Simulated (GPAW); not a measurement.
# GaAs (F-43m) in GPAW: a series of runs

One crystal, GaAs, is run at these levels: r2SCAN, PBEsol+D3(BJ), PBE; tasks: band structure, equation of state.

All numbers are computed with GPAW 26.7.0; they aren't measurements. Logs are shortened: lines on timing, memory, paths and dates and some standing lists are left out, and cuts for length are marked. The log counts tension as positive stress, the text compression.

**Experimental background.**

From “Evidence of valence band perturbations in GaAsN/GaAs(001): A combined variable-angle spectroscopic ellipsometry and modulated photoreflectance investigation”, 2008, arxiv:0805.2212, for a bulk crystal of GaAs at 300 K: band gap 1.412 ± 0.01 eV (direct); band gap 1.418 ± 0.005 eV (direct).

How close the calculation comes is told below.

## 1. The structure

It takes space group F-43m (No. 216, cubic). Conventional cell: a = 5.654 Å, b = 5.654 Å, c = 5.654 Å, α = 90.00°, β = 90.00°, γ = 90.00°. Around As (site symmetry -43m) lie 4 Ga at 2.45 Å. Around Ga (site symmetry -43m) lie 4 As at 2.45 Å.

## 2. Band structure, r2SCAN

run.py reads:

```python
from ase import Atoms
from ase.dft.bandgap import bandgap
from ase.io import write
from ase.units import GPa
from gpaw import GPAW, PW

atoms = Atoms(['As', 'Ga'],
              cell=[[0.0, 2.82685, 2.82685],
                    [2.82685, 0.0, 2.82685],
                    [2.82685, 2.82685, 0.0]],
              scaled_positions=[[0.75, 0.75, 0.75],
                                [0.0, 0.0, 0.0]],
              pbc=True)

calc = GPAW(mode=PW(600),
            xc='MGGA_X_R2SCAN+MGGA_C_R2SCAN',
            kpts={'size': (6, 6, 6), 'gamma': True},
            occupations={'name': 'fermi-dirac', 'width': 0.05},
            nbands=11,
            convergence={'density': 1e-05, 'energy': 1e-05},
            maxiter=150,
            txt='gpaw.txt')
atoms.calc = calc
energy = atoms.get_potential_energy()
forces = atoms.get_forces()
stress = atoms.get_stress()
calc.write('gs.gpw')
write('result.traj', atoms)
print(f'Energy: {energy:.6f} eV')
print('Forces (eV/A):')
print(forces.round(4))
print('Stress (GPa):', (stress / GPa).round(3))
print('Fermi level:', round(calc.get_fermi_level(), 4), 'eV')
print(f'Gap: {bandgap(calc)[0]:.4f} eV, direct: {bandgap(calc, direct=True)[0]:.4f} eV')

path = atoms.cell.bandpath('GXWKGLUWLK,UX', npoints=100, eps=1e-4)
bs_calc = calc.fixed_density(kpts=path, symmetry='off', nbands=21,
                             convergence={'bands': 'CBM+6.0', 'eigenstates': 1e-6}, txt='bands.txt')
bs = bs_calc.band_structure()
bs.write('bs.json')
print(f'Gap on the path: {bandgap(bs_calc)[0]:.4f} eV')
```

Potentials or basis: GPAW PAW data sets (gpaw-data 1.2.1), pw.

On the command line:

```
OMP_NUM_THREADS=1 python run.py
```

gpaw.txt:

```text
__  _  _
 | _ |_)|_||  |
 |__||  | ||/\| - 26.7.0

Input parameters:
  mode=PW(ecut=600.0),
  convergence={'density': 1e-05, 'energy': 1e-05},
  kpts=MonkhorstPack(size=(6, 6, 6), gamma=True),
  maxiter=150,
  nbands=11,
  occupations=Occupations(name='fermi-dirac', width=0.05),
  xc=XC(name='MGGA_X_R2SCAN+MGGA_C_R2SCAN')

Diagonalizing LCAO Hamiltonian
Converting LCAO to pw mode

                    As

       Ga

Atoms  # Å, Bohr magnetons
|   | symbol |        x |        y |        z |    initial magnetic moments |
|---|--------|----------|----------|----------|-----------------------------|
| 0 |     As | 4.240275 | 4.240275 | 4.240275 | ( 0.0000,  0.0000,  0.0000) |
| 1 |     Ga | 0.000000 | 0.000000 | 0.000000 | ( 0.0000,  0.0000,  0.0000) |

Unit cell  # Å
| periodic |        x |        y |        z |  lengths |    angles |
|----------|----------|----------|----------|----------|-----------|
|      yes | 0.000000 | 2.826850 | 2.826850 | 3.997770 | 60.000000 |
|      yes | 2.826850 | 0.000000 | 2.826850 | 3.997770 | 60.000000 |
|      yes | 2.826850 | 2.826850 | 0.000000 | 3.997770 | 60.000000 |

Number of symmetries: 24
Symmetry operations  # r_c * U_cc + t_c -> r_c
|    | kind |            matrix            |
|----|------|------------------------------|
|  0 |  E   |  1, 0, 0,  0, 1, 0,  0, 0, 1 |
|  1 |  σ   |  1, 0, 0,  0, 0, 1,  0, 1, 0 |
|  2 |  σ   |  1, 0,-1,  0, 1,-1,  0, 0,-1 |
|  3 |  C3  |  1, 0,-1,  0, 0,-1,  0, 1,-1 |
|  4 |  C3  |  1,-1, 0,  0,-1, 1,  0,-1, 0 |
|  5 |  σ   |  1,-1, 0,  0,-1, 0,  0,-1, 1 |
|  6 |  σ   |  0, 1, 0,  1, 0, 0,  0, 0, 1 |
|  7 |  C3  |  0, 1, 0,  0, 0, 1,  1, 0, 0 |
|  8 |  C2  |  0, 1,-1,  1, 0,-1,  0, 0,-1 |
|  9 |  S4  |  0, 1,-1,  0, 0,-1,  1, 0,-1 |
| 10 |  C3  |  0, 0, 1,  1, 0, 0,  0, 1, 0 |
| 11 |  σ   |  0, 0, 1,  0, 1, 0,  1, 0, 0 |
| 12 |  S4  |  0, 0,-1,  1, 0,-1,  0, 1,-1 |
| 13 |  C3  |  0, 0,-1,  0, 1,-1,  1, 0,-1 |
| 14 |  S4  |  0,-1, 1,  1,-1, 0,  0,-1, 0 |
| 15 |  C2  |  0,-1, 1,  0,-1, 0,  1,-1, 0 |
| 16 |  C3  |  0,-1, 0,  1,-1, 0,  0,-1, 1 |
| 17 |  S4  |  0,-1, 0,  0,-1, 1,  1,-1, 0 |
| 18 |  S4  | -1, 1, 0, -1, 0, 1, -1, 0, 0 |
| 19 |  C3  | -1, 1, 0, -1, 0, 0, -1, 0, 1 |
| 20 |  C3  | -1, 0, 1, -1, 1, 0, -1, 0, 0 |
| 21 |  S4  | -1, 0, 1, -1, 0, 0, -1, 1, 0 |
| 22 |  σ   | -1, 0, 0, -1, 1, 0, -1, 0, 1 |
| 23 |  C2  | -1, 0, 0, -1, 0, 1, -1, 1, 0 |

BZ-sampling:
  Number of BZ points: 216
  Number of IBZ points: 16

  Monkhorst-Pack size: [6, 6, 6]
  Monkhorst-Pack shift: [0.08333333333333333, 0.08333333333333333, 0.08333333333333333]

K-points  # in reciprocal-cell coordinates
|     |                                coordinates |     weight |
|-----|--------------------------------------------|------------|
|   0 | (  0.00000000,   0.00000000,   0.00000000) | 0.00462963 |
|   1 | (  0.16666667,   0.16666667,   0.00000000) | 0.02777778 |
|   2 | (  0.16666667,   0.16666667,   0.16666667) | 0.03703704 |
|   3 | (  0.33333333,   0.16666667,   0.16666667) | 0.05555556 |
|   4 | (  0.33333333,   0.33333333,  -0.33333333) | 0.05555556 |
|   5 | (  0.33333333,   0.33333333,   0.00000000) | 0.02777778 |
|   6 | (  0.33333333,   0.33333333,   0.16666667) | 0.11111111 |
|   7 | (  0.33333333,   0.33333333,   0.33333333) | 0.03703704 |
|   8 | (  0.50000000,   0.33333333,  -0.33333333) | 0.11111111 |
|   9 | (  0.50000000,   0.33333333,  -0.16666667) | 0.05555556 |
| ... |                                            |            |
|  15 | (  0.50000000,   0.50000000,   0.50000000) | 0.01851852 |

Plane wave coefficients: 1527
Cutoff: 600.0 eV

Spin-components: 1 (collinear spins)
Bands:           11
Projectors:      10
Spin-degeneracy: 2
Datatype:        complex128

Parallelization:
  kpt:    1
  domain: 1
  band:   1

Density:
  Valence electrons: 8.0
  Components: 1
  Grid points: [24 24 24]
  Charge: 0.0  # |e|

Potential:
  Grid points: [24 24 24]

species:
  As:
    name:    Arsenic
    Z:       33.0
    valence: 5
    core:    28
    charge:  0.0  # [|e|]
    compensation charges:
      type: gauss
      rc: 0.33  # [Å]
      lmax: 2
    cutoffs:
      filter: 1.87  # [Å]
      core: 2.96  # [Å]
    projectors
    | kind |    occ | energy [eV] | rcut [Å] |
    |------|--------|-------------|----------|
    |   4s |  2.000 |     -14.487 |    1.058 |
    |   4p |  3.000 |      -5.196 |    1.058 |
    |    s |        |      12.725 |    1.058 |
    |    p |        |      22.016 |    1.058 |
    |    d |        |       0.000 |    1.058 |

    Using partial waves for As as LCAO basis

  Ga:
    name:    Gallium
    Z:       31.0
    valence: 3
    core:    28
    charge:  0.0  # [|e|]
    compensation charges:
      type: gauss
      rc: 0.37  # [Å]
      lmax: 2
    cutoffs:
      filter: 2.06  # [Å]
      core: 4.17  # [Å]
    projectors
    | kind |    occ | energy [eV] | rcut [Å] |
    |------|--------|-------------|----------|
    |   4s |  2.000 |      -8.945 |    1.164 |
    |   4p |  1.000 |      -2.580 |    1.164 |
    |    s |        |      18.266 |    1.164 |
    |    p |        |      24.631 |    1.164 |
    |    d |        |       0.000 |    1.164 |

    Using partial waves for Ga as LCAO basis

Reference energy: -114387.645129  # eV

eigensolver:
  PPCG
  Converge bands: occupied
  niter=2

density mixing:
  MSR1-Mixer
  Pratt-step length: 0.05
  Maximum mixing coefficient: 0.75
  Old densities: 10
  SVD Regularization: 0.005
  Good broyden scale: 1.0
  Trust region scale: 1.0
  Backstep threshold: 4.0
  History deletion threshold: 6.0
  Fourier metric: weight=20.0, sigma=0.015

occupation numbers:
  Fermi-Dirac:
    width: 0.0500  # eV

poisson solver:
  ecut: 4800.0  # eV

xc functional:
  name: MGGA_X_R2SCAN+MGGA_C_R2SCAN with 2 nearest neighbor stencil

convergence criteria:
[... 6 lines left out ...]
|iter     | |      energy | eigst |  dens |
|---------|-|-------------|-------|-------|
|iter:   1| |  -25.050672 | -0.59 |       |
|iter:   2| |  -24.212310 | -1.83 | -0.90 |
|iter:   3| |  -24.252091 | -1.75 | -0.90 |
|iter:   4| |  -24.241991 | -2.24 | -1.13 |
|iter:   5| |  -24.242259 | -3.65 | -2.00 |
|iter:   6| |  -24.242491 | -4.49 | -2.51 |
|iter:   7| |  -24.242495 | -6.33 | -3.44 |
|iter:   8| |  -24.242495c| -7.09 | -3.76 |
|iter:   9| |  -24.242495c| -8.71c| -4.54 |
|iter:  10| |  -24.242495c| -8.43c| -4.84 |
|iter:  11| |  -24.242495c| -9.44c| -6.02c|

Converged in 11 steps
Energy contributions relative to reference atoms: (reference = -114387.645129)

Energy contributions:
  Kinetic:          23.237112
  Coulomb:         -20.026939
  Zero:             -0.096570
  External:          0.000000
  Xc:              -27.356098
  Entropy:          -0.000000
  Spinorbit:         0.000000
  ----------------------------
  Free energy:     -24.242495
  Extrapolated:    -24.242495

dipole moment: (-10.977282, -10.977282, -10.977282)  # |e|*Ang

Fermi level: 5.219
Eigenvalues  # (at kpt = [0.000, 0.000, 0.000])
| band index |      eig [eV] | occ [0-2] |
|------------|---------------|-----------|
|          0 |        -8.515 |     2.000 |
|          1 |         4.656 |     2.000 |
|          2 |         4.656 |     2.000 |
|          3 |         4.656 |     2.000 |
|          4 |         5.728 |     0.000 |
|          5 |         8.741 |     0.000 |
|          6 |         8.741 |     0.000 |
|          7 |         8.741 |     0.000 |
|          8 |        12.968 |     0.000 |
|          9 |        15.214 |     0.000 |
|         10 |        15.214 |     0.000 |

Gap: 1.072 eV
Transition (v -> c):
  (s=0, k=0, n=3, [0.00, 0.00, 0.00]) -> (s=0, k=0, n=4, [0.00, 0.00, 0.00])
No difference between direct/indirect transitions

Forces  # eV/Ang
|       x |        y |        z |
|---------|----------|----------|
| 0.00000 |  0.00000 | -0.00000 |  # As   0
| 0.00000 | -0.00000 | -0.00000 |  # Ga   1

Stress tensor  # eV/Ang^3
|         x |         y |         z |
|-----------|-----------|-----------|
| -0.006368 | -0.000000 | -0.000000 |
| -0.000000 | -0.006368 | -0.000000 |
| -0.000000 | -0.000000 | -0.006368 |

# Writing to gs.gpw (mode='')
```

Run time: 71 s. Hardware: 1 thread of Arm Neoverse V2, shared host; peak memory 0.31 GiB.

What came out:

| Property | Result |
| --- | --- |
| Free energy | -24.2425 eV |
| Pressure | 1.0 GPa |
| Band gap on the k mesh | 1.07 eV, direct |
| Band gap along the path | 1.07 eV, direct |

Levels at the corners of the path, in eV from the valence-band top:
```csv
point,band 1,band 2,band 3,band 4,band 5,band 6,band 7,band 8
Γ,-13.17,0.00,0.00,0.00,1.07,4.09,4.09,4.09
X,-10.70,-6.97,-2.76,-2.76,1.78,1.98,10.91,10.91
W,-10.66,-6.76,-3.64,-3.41,5.08,5.10,5.97,6.52
K,-10.75,-6.76,-3.96,-2.32,2.30,5.07,8.60,8.64
Γ,-13.17,0.00,0.00,0.00,1.07,4.09,4.09,4.09
L,-11.46,-6.78,-1.18,-1.18,1.41,5.03,5.03,8.35
U,-10.75,-6.76,-3.96,-2.32,2.30,5.07,8.60,8.64
W,-10.66,-6.76,-3.64,-3.41,5.08,5.10,5.97,6.52
L,-11.46,-6.78,-1.18,-1.18,1.41,5.03,5.03,8.35
K,-10.75,-6.76,-3.96,-2.32,2.30,5.07,8.60,8.64
U,-10.75,-6.76,-3.96,-2.32,2.30,5.07,8.60,8.64
X,-10.70,-6.97,-2.76,-2.76,1.78,1.98,10.91,10.91
```

Caveat: the PAW data sets were made with another functional, which shifts forces and pressure a little.

(Part 1 of 2 ends here.)
